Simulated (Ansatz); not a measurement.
## AgCl (rocksalt): gap against strain (uniaxial along z, other directions held)

AgCl (rocksalt), relaxed with r2SCAN in the plane-wave code Ansatz, then strained (uniaxial along z, other directions held; changes of length per length, axes as in the cell below) with the atoms relaxed again within the symmetry that is left. The symmetry is Fm-3m (No. 225, cubic); conventional cell a = 5.546 Å, 21.33 Å³ an atom. Ag is surrounded by 6 Cl at 2.77 Å; Cl is surrounded by 6 Ag at 2.77 Å. Calculated for a static, non-magnetic cell.

```xyz
2
Lattice="0.0000 2.7732 2.7732 2.7732 0.0000 2.7732 2.7732 2.7732 0.0000" Properties=species:S:1:pos:R:3 pbc="T T T"
Ag    0.0000    0.0000    0.0000
Cl    2.7732    2.7732    2.7732
```

Gaps are the least over each mesh (PBE 8×8×8, r2SCAN 8×8×8, HSE06 6×6×6 when unstrained) and the special points, which keep their unstrained names; stress is the change from the unstrained cell, compression positive.

```tsv
strain (%)	gap, PBE (eV)	gap, r2SCAN (eV)	gap, HSE06 (eV)	edges, HSE06	stress along the strain, r2SCAN (GPa)	energy rise, r2SCAN (meV/atom)
0.0	0.912	1.475	2.411	L → Γ	0.00	0.0
+0.5	0.897	1.459	2.396	L → Γ	-0.34	0.1
+1.0	0.884	1.444	2.381	L → Γ	-0.65	0.5
+4.0	0.815	1.363	2.303	L → Γ	-2.14	6.4
+4.95	0.796	1.341	2.282	L → Γ	-2.49	9.4
+5.97	0.778	1.320	2.261	L → Γ	-2.81	13.0
```

The runs are scalar-relativistic, without spin-orbit coupling.

The meshes of the hybrids are coarse, so their gaps aren't converged to the digits shown.
